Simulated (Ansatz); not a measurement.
BeTe5 and its competing phases

Level of theory: Ansatz, DFT PBE, scalar-relativistic, plane waves, PAW. All cells share a 420 eV cutoff and Γ-centred k meshes spaced at most about 0.3 Å⁻¹ (about 0.25 or finer for metals, 2π included). No spin polarisation.

Energies over the elements count from the elements' standard structures at the same level, with no fitted energy shifts.

All energies are static (0 K, no zero-point motion). These runs have no spin–orbit coupling, which can matter for Te. Be atoms have no neighbour within bonding distance in BeTe5 P6/mmm, so such a cell has in effect fallen apart. The reference form of Te is held partly by dispersion forces, which this level lacks.

The competitors are the elements and 1 reference phase of this chemical system (from databases or known types: BeTe), relaxed at the same level; other known phases may be missing.

The candidate was reached from: TbNi5 type (P6/mmm).

```cif
data_structure
_symmetry_space_group_name_H-M 'P 1'
_symmetry_Int_Tables_number 1
_cell_length_a 6.8556
_cell_length_b 6.8556
_cell_length_c 4.9612
_cell_angle_alpha 90.000
_cell_angle_beta 90.000
_cell_angle_gamma 120.000
_cell_volume 201.93
loop_
_atom_site_label
_atom_site_type_symbol
_atom_site_fract_x
_atom_site_fract_y
_atom_site_fract_z
_atom_site_occupancy
Be1 Be 0.00000 0.00000 0.00000 1
Te1 Te 0.50000 0.00000 0.50000 1
Te2 Te 0.50000 0.50000 0.50000 1
Te3 Te 0.00000 0.50000 0.50000 1
Te4 Te 0.33333 0.66667 0.00000 1
Te5 Te 0.66667 0.33333 0.00000 1
```

Question: Is it stable, and against what?

Answer: Not stable. Its formation energy is 0.807 eV/atom. The lowest competing mixture at this composition is this:

| phase | space group | source | share of atoms | ΔE_f (eV/atom) |
| --- | --- | --- | --- | --- |
| Te | - | element | 0.6667 | 0.000 |
| BeTe | F-43m (No. 216) | COD | 0.3333 | -0.361 |

The mixture lies at -0.120 eV/atom, and the candidate lies 0.93 eV/atom above it. The candidate matches no cell in the subsets of the Crystallography Open Database and the Materials Project at hand. A phase this far over the hull is unlikely to be made.
